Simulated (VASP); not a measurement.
# HfB2 (P6/mmm) in VASP: a series of runs

Aim: see how the results for HfB2 move with the level of theory and the settings. Levels: PBEsol, PBE. Tasks: equation of state.

All numbers are computed with VASP 6.6.1; they aren't measurements. Logs are shortened: lines on timing, memory, paths and dates and some standing lists are left out, and cuts for length are marked.

## Step 1: The structure

It takes space group P6/mmm (No. 191, hexagonal). Conventional cell: a = 3.140 Å, b = 3.140 Å, c = 3.480 Å, α = 90.00°, β = 90.00°, γ = 120.00°. Hf (site symmetry 6/mmm) has 12 B at 2.51 Å as nearest neighbours. B (site symmetry -6m2) has 3 B at 1.81 Å as nearest neighbours.

## Step 2: Equation of state, PBEsol, 9.31 Å³/atom (volume scaled by 0.94)

INCAR reads:

```
SYSTEM = HfB2
  ALGO = Normal
  EDIFF = 1E-7
  ENCUT = 520
  GGA = PS
  ISIF = 2
  ISMEAR = -1
  LASPH = .TRUE.
  LCHARG = .FALSE.
  LREAL = .FALSE.
  LWAVE = .FALSE.
  NBANDS = 15
  NELM = 100
  PREC = Accurate
  SIGMA = 0.05
```

KPOINTS reads:

```
k-points
0
G
  10 10 8
  0 0 0
```

POSCAR reads:

```
HfB2
1.0
    3.0759003814      0.0000000000      0.0000000000
   -1.5379501907      2.6638078698      0.0000000000
    0.0000000000      0.0000000000      3.4089596583
Hf B
1 2
Direct
    0.0000000000      0.0000000000      0.0000000000
    0.6666666667      0.3333333333      0.5000000000
    0.3333333333      0.6666666667      0.5000000000
```

Potentials or basis: VASP PAW PBE potentials, release 64 (Hf_pv, B).

Run with:

```sh
$ cat potpaw_PBE.64/Hf_pv/POTCAR potpaw_PBE.64/B/POTCAR > POTCAR
$ mpirun -np 1 vasp_std > vasp.out
```

OUTCAR:

```text
SYSTEM = HfB2
   EDIFF = 1E-7
   ENCUT = 520
   GGA = PS
   ISIF = 2
   ISMEAR = -1
   LASPH = .TRUE.
   LREAL = .FALSE.
   NELM = 100
   PREC = Accurate

 Found     70 irreducible k-points:

 Following reciprocal coordinates:
            Coordinates               Weight
  0.000000  0.000000  0.000000      1.000000
  0.100000 -0.000000  0.000000      6.000000
  0.200000 -0.000000  0.000000      6.000000
  0.300000  0.000000  0.000000      6.000000
  0.400000 -0.000000  0.000000      6.000000
  0.500000  0.000000  0.000000      3.000000
   k-points           NKPTS =     70   k-points in BZ     NKDIM =     70   number of bands    NBANDS=     15
   number of dos      NEDOS =    301   number of ions     NIONS =      3
   total plane-waves  NPLWV =  16128
   dimension x,y,z NGX =    24 NGY =   24 NGZ =   28
   dimension x,y,z NGXF=    48 NGYF=   48 NGZF=   56
   ions per type =               1   2
   NGX,Y,Z   is equivalent  to a cutoff of  12.97, 12.97, 13.65 a.u.
   NGXF,Y,Z  is equivalent  to a cutoff of  25.94, 25.94, 27.31 a.u.
 SYSTEM =  HfB2
   PREC   = accura    normal or accurate (medium, high low for compatibility)
   ISTART =      0    job   : 0-new  1-cont  2-samecut
   ICHARG =      2    charge: 1-file 2-atom 10-const
   ISPIN  =      1    spin polarized calculation?
   LNONCOLLINEAR =      F non collinear calculations
   LSORBIT =      F    spin-orbit coupling
   LASPH  =      T    aspherical Exc in radial PAW
   ENCUT  =  520.0 eV  38.22 Ry    6.18 a.u.   5.72  5.72  6.34*2*pi/ulx,y,z
   NELM   =    100;   NELMIN=  2; NELMDL= -5     # of ELM steps
   EDIFF  = 0.1E-06   stopping-criterion for ELM
   LREAL  =      F    real-space projection
   EDIFFG = 0.1E-05   stopping-criterion for IOM
   NSW    =      0    number of steps for IOM
   IBRION =     -1    ionic relax: 0-MD 1-quasi-New 2-CG
   NFREE  =      0    steps in history (QN), initial steepest desc. (CG)
   ISIF   =      2    stress and relaxation
   ISYM   =      2    0-nonsym 1-usesym 2-fastsym
   POTIM  = 0.5000    time-step for ionic-motion
   TEBEG  =    0.0;   TEEND  =   0.0 temperature during run
   PSTRESS=    0.0 pullay stress
   NELECT =      16.0000    total number of electrons
   NUPDOWN=      -1.0000    fix difference up-down
   EMIN   =  10.00;   EMAX   =-10.00  energy-range for DOS
   EFERMI =   0.00;   METHOD = LEGACY
   ISMEAR =    -1;   SIGMA  =   0.05  broadening in eV -4-tet -1-fermi 0-gaus
   EFERMI_NEDOS =   21; number of points for ismear=-14 and -15
   IALGO  =     38    algorithm
   IMIX   =      4    mixing-type and parameters
     AMIX     =   0.40;   BMIX     =  1.00
     AMIX_MAG =   1.60;   BMIX_MAG =  1.00
  volume/ion in A,a.u.               =       9.31        62.83
  Fermi-wavevector in a.u.,A,eV,Ry     =   1.359615  2.569299 25.151075  1.848552
  Thomas-Fermi vector in A             =   2.486347
   LORBIT       =      0    0 simple, 1 ext, 2 COOP (PROOUT), +10 PAW based schemes
   GGA     = PS    functional components
   LHFCALC =     F    Hartree Fock is set to
   AEXX    =    0.0000 exact exchange contribution
   IVDW    =     0    specifies the selected vdW correction
   LEPSILON=     F    determine dielectric tensor
   LRPA    =     F    only Hartree local field effects (RPA)
 non-spin polarized calculation
  energy-cutoff  :      520.00
  volume of cell :       27.93
 maximum number of plane-waves:       769
 NGX is ok and might be reduce to    24
   NGX = 11   NGY = 11   NGZ = 13

 number of electron      16.0000002 magnetization

 Free energy of the ion-electron system (eV)
  ---------------------------------------------------
  ext. energy  EPLUGINS =         0.00000000
  ---------------------------------------------------
  free energy    TOTEN  =       -27.81365372 eV

  energy without entropy =      -27.81115253  energy(sigma->0) =      -27.81240312

 E-fermi :   7.9005     XC(G=0): -12.9737

 val. band max:        7.8411566359   @ k =   0.2000   0.2000   0.1250
 cond. band min:       8.1568143627   @ k =   0.1000   0.1000   0.2500
 fundamental gap:      0.3156577268
 Fermi energy:         7.9005032905

 k-point     1 :       0.0000    0.0000    0.0000
  band No.  band energies     occupation
      1     -22.3449      2.00000
      2     -21.7567      2.00000
      3     -21.7567      2.00000
      4      -6.0284      2.00000
      5       4.8379      2.00000
      6       5.0251      2.00000
      7       5.0251      2.00000
      8       5.3251      2.00000
      9      12.3531      0.00000
     10      12.3531      0.00000
     11      13.0461      0.00000
     12      13.0461      0.00000
     13      13.3203      0.00000
     14      13.3203      0.00000
     15      13.5646      0.00000

 k-point     2 :       0.1000   -0.0000    0.0000
  band No.  band energies     occupation
      1     -22.3287      2.00000
      2     -21.8550      2.00000
      3     -21.7781      2.00000
      4      -5.7976      2.00000
      5       4.4339      2.00000
      6       5.0260      2.00000
      7       5.0661      2.00000
      8       5.1049      2.00000
      9      11.5719      0.00000
     10      12.1734      0.00000
     11      12.1882      0.00000
     12      12.6295      0.00000
     13      14.0765      0.00000
     14      14.6599      0.00000
     15      14.8521      0.00000

 k-point     3 :       0.2000   -0.0000    0.0000
  band No.  band energies     occupation
      1     -22.2861      2.00000
      2     -22.1041      2.00000
      3     -21.8338      2.00000
      4      -5.1473      2.00000
      5       3.1133      2.00000
      6       4.6167      2.00000
      7       4.9697      2.00000
      8       5.5245      2.00000
      9      10.3953      0.00000
     10      11.7923      0.00000
     11      11.9999      0.00000
     12      12.5169      0.00000
     13      14.5873      0.00000
     14      15.6297      0.00000
     15      16.5911      0.00000

 k-point     4 :       0.3000    0.0000    0.0000
  band No.  band energies     occupation
      1     -22.3972      2.00000
      2     -22.2329      2.00000
      3     -21.9017      2.00000
      4      -4.1738      2.00000
      5       1.5927      2.00000
      6       4.1301      2.00000
      7       4.8112      2.00000
      8       5.5555      2.00000
      9      10.6431      0.00000
     10      11.3597      0.00000
     11      11.4885      0.00000
     12      12.6299      0.00000
     13      14.7038      0.00000
     14      17.0997      0.00000
     15      19.0266      0.00000

 k-point     5 :       0.4000   -0.0000    0.0000
  band No.  band energies     occupation
      1     -22.6239      2.00000
      2     -22.1895      2.00000
      3     -21.9559      2.00000
      4      -2.9912      2.00000
      5       0.0857      2.00000
      6       3.7992      2.00000
      7       4.6392      2.00000
      8       5.1597      2.00000
      9      10.6351      0.00000
     10      11.0446      0.00000
     11      12.3708      0.00000
     12      13.6526      0.00000
     13      14.7210      0.00000
     14      18.0151      0.00000
     15      18.9853      0.00000

 k-point     6 :       0.5000    0.0000    0.0000
  band No.  band energies     occupation
      1     -22.7082      2.00000
      2     -22.1728      2.00000
      3     -21.9764      2.00000
      4      -2.0312      2.00000
      5      -0.9805      2.00000
      6       3.6841      2.00000
      7       4.5674      2.00000
      8       4.9586      2.00000
      9      10.3266      0.00000
     10      10.9311      0.00000
     11      14.1131      0.00000
     12      14.2059      0.00000
     13      14.7828      0.00000
     14      16.1285      0.00000
     15      20.0404      0.00000

 [... further k-points ...]

------------------------ aborting loop because EDIFF is reached ----------------------------------------

  FORCE on cell =-STRESS in cart. coord.  units (eV):
  Direction    XX          YY          ZZ          XY          YZ          ZX
  --------------------------------------------------------------------------------------
  -------------------------------------------------------------------------------------
  Total        2.3985026      2.3985026      1.9615797      0.0000000      0.0000000      0.0000000
  in kB      137.5795103    137.5795103    112.5173566      0.0000000      0.0000000      0.0000000
  external PRESSURE =     129.2254591 kB  Pullay stress =       0.0000000 kB

 VOLUME and BASIS-vectors are now :
 -----------------------------------------------------------------------------
  energy-cutoff  :      520.00
  volume of cell :       27.93
      direct lattice vectors                 reciprocal lattice vectors
     3.075900381  0.000000000  0.000000000     0.325108058  0.187701225  0.000000000
    -1.537950191  2.663807870  0.000000000     0.000000000  0.375402450  0.000000000
     0.000000000  0.000000000  3.408959658     0.000000000  0.000000000  0.293344627

 POSITION                                       TOTAL-FORCE (eV/Angst)
 -----------------------------------------------------------------------------------
      0.00000      0.00000      0.00000        -0.000000      0.000000     -0.000000
      1.53795      0.88794      1.70448         0.000000     -0.000000      0.000000
     -0.00000      1.77587      1.70448        -0.000000      0.000000     -0.000000
 -----------------------------------------------------------------------------------
    total drift:                               -0.000000      0.000000      0.000000

  FREE ENERGIE OF THE ION-ELECTRON SYSTEM (eV)
  ---------------------------------------------------
  free  energy   TOTEN  =       -27.8136537164 eV

  energy  without entropy=      -27.8111525282  energy(sigma->0) =      -27.81240312
```

It took 18 s on 1 thread of Intel Xeon Platinum 8488C (Sapphire Rapids), shared host; peak memory 0.16 GiB.

What came out:

* Free energy: -27.8137 eV
* Pressure: 12.9 GPa
* Band gap on the k mesh: none (metal or under the smearing width)

Caveat: the PAW data sets were made with another functional, which shifts forces and pressure a little.

## Step 3: Equation of state, PBEsol, 9.51 Å³/atom (volume scaled by 0.96)

INCAR is that of step 2.

KPOINTS is that of step 2.

POSCAR reads:

```
HfB2
1.0
    3.0975623654      0.0000000000      0.0000000000
   -1.5487811827      2.6825676982      0.0000000000
    0.0000000000      0.0000000000      3.4329672075
Hf B
1 2
Direct
    0.0000000000      0.0000000000      0.0000000000
    0.6666666667      0.3333333333      0.5000000000
    0.3333333333      0.6666666667      0.5000000000
```

Potentials or basis: VASP PAW PBE potentials, release 64 (Hf_pv, B).

Run with:

```sh
$ cat potpaw_PBE.64/Hf_pv/POTCAR potpaw_PBE.64/B/POTCAR > POTCAR
$ mpirun -np 1 vasp_std > vasp.out
```

Run time: 20 s. Hardware: 1 thread of Intel Xeon Platinum 8488C (Sapphire Rapids), shared host; peak memory 0.16 GiB.

Results (log left out):

* Free energy: -27.8498 eV
* Pressure: 6.5 GPa
* Band gap on the k mesh: none (metal or under the smearing width)

Caveat: the PAW data sets were made with another functional, which shifts forces and pressure a little.

[end of part 1 of 2]
